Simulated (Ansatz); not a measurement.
# A vibration from a frozen displacement in CaO

The calculation used DFT r2SCAN, scalar-relativistic, plane waves, PAW (Ansatz 0.2.0). The runs took a 500 eV cutoff, a Γ-centred 8×8×8 mesh and Gaussian smearing (0.05 eV). No spin polarisation. Energies are free energies at this smearing, counted from the undisturbed cell; pressure is positive in compression.

Reference structure (as given, not relaxed at this level; it stands at -6.5 GPa):

```
Ca O
1.0
     0.00000    2.44900    2.44900
     2.44900    0.00000    2.44900
     2.44900    2.44900    0.00000
Ca O
1 1
Direct
  0.00000 0.00000 0.00000
  0.50000 0.50000 0.50000
```

Every O atom is moved by x along the Cartesian unit vector (0.000, 0.000, -1.000); the cell and all other atoms stay fixed. The cell's volume is 29.38 Å³; the moved atoms weigh 15.999 u together and the others 40.078 u. Some rows repeat others by symmetry and weren't run.

| x (Å) | ΔE (meV/cell) | total force on the moved atoms along the move (eV/Å) | pressure (GPa) |
| --- | --- | --- | --- |
| -0.5000 | 579.74 | 3.5301 | 5.6211 |
| -0.4375 | 390.42 | 2.5697 | 2.2349 |
| -0.3750 | 253.82 | 1.8349 | -0.4365 |
| -0.3125 | 157.32 | 1.2796 | -2.5010 |
| -0.2500 | 90.94 | 0.8651 | -4.0538 |
| -0.1875 | 46.94 | 0.5582 | -5.1747 |
| -0.1250 | 19.53 | 0.3295 | -5.9282 |
| -0.0625 | 4.68 | 0.1521 | -6.3612 |
| 0.0000 | 0.00 | 0.0000 | -6.5024 |
| 0.0625 | 4.68 | -0.1521 | -6.3612 |
| 0.1250 | 19.53 | -0.3295 | -5.9282 |
| 0.1875 | 46.94 | -0.5582 | -5.1747 |
| 0.2500 | 90.94 | -0.8651 | -4.0538 |
| 0.3125 | 157.32 | -1.2796 | -2.5010 |
| 0.3750 | 253.82 | -1.8349 | -0.4365 |
| 0.4375 | 390.42 | -2.5697 | 2.2349 |
| 0.5000 | 579.74 | -3.5301 | 5.6211 |

What frequency belongs to this motion?

The force constant is k = −dF/dx = 2.434 eV/Å², from the parabola through x = -0.0625, 0 and 0.0625. In every cell the moved atoms swing against the rest, so the mass is μ = m₁m₂/(m₁ + m₂) = 11.434 u, and ν̃ = 521.5 cm⁻¹ × √(|k|/μ) = 241 cm⁻¹, at this cell's pressure of -6.5 GPa. To first order in x, and within 1 %, the force on every atom lies along the move and, within each of the two groups, in proportion to the atom's mass, so this is itself a mode at the zone centre of this cell, taken without macroscopic field (the transverse frequency in a polar insulator).

How far does the harmonic law reach?

At x = -0.500 Å, kx²/2 = 304.20 meV against the computed 579.74 meV (+90.6 %): the well stiffens in this direction at large amplitude.

The pressure changes with x². What does that say about the frequency under compression?

With E = k(V)x²/2, k ∝ V^(−2γ) and x scaling with the cell as V^(1/3), P − P0 = −∂E/∂V = (2γ − 2/3) ΔE/V. At x = 0.1250 Å, V(P − P0) = 29.38 × 0.57417 / 160.2 eV = 105.28 meV and ΔE = 19.53 meV, so γ = 1/3 + V(P − P0)/(2ΔE) = 3.03. This is the Grüneisen parameter of the motion under uniform scaling of the cell: shrinking the cell evenly by 1 % in volume raises the frequency by about 3.03 %.